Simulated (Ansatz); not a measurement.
## C under strain

Computed with DFT PBE+D3(BJ), scalar-relativistic, plane waves, PAW (Ansatz). Settings: 420 eV cutoff, 24×24×14 k-mesh, Gaussian smearing of 0.10 eV, no spin polarisation.

Starting point, cell and atoms relaxed:

```
C
1.0
     2.46474    0.00000    0.00000
    -1.23237    2.13453    0.00000
     0.00000    0.00000    3.56743
C
2
Cartesian
  0.0000 1.4230 0.0000
  1.2324 0.7115 0.0000
```

Deformation: shear that moves c along a by the strain times its height over the a-b plane, the cell held and the atoms relaxed, all within the symmetry that the strain leaves. Energies are extrapolated to zero smearing. The crystal is soft along this strain: near the reference the energy changes by no more than the mesh and smearing resolve.

**Question.** Give the structure at +9.0 %.

**Answer.**
```
C
1.0
     2.46474    0.00000    0.00000
    -1.23237    2.13453    0.00000
     0.32107    0.00000    3.56743
C
2
Direct
  0.33333 0.66667 0.00000
  0.66667 0.33333 0.00000
```
Space group C2/m (12), -0.9 meV/atom over the relaxed crystal.

This form isn't the element's structure at ambient conditions.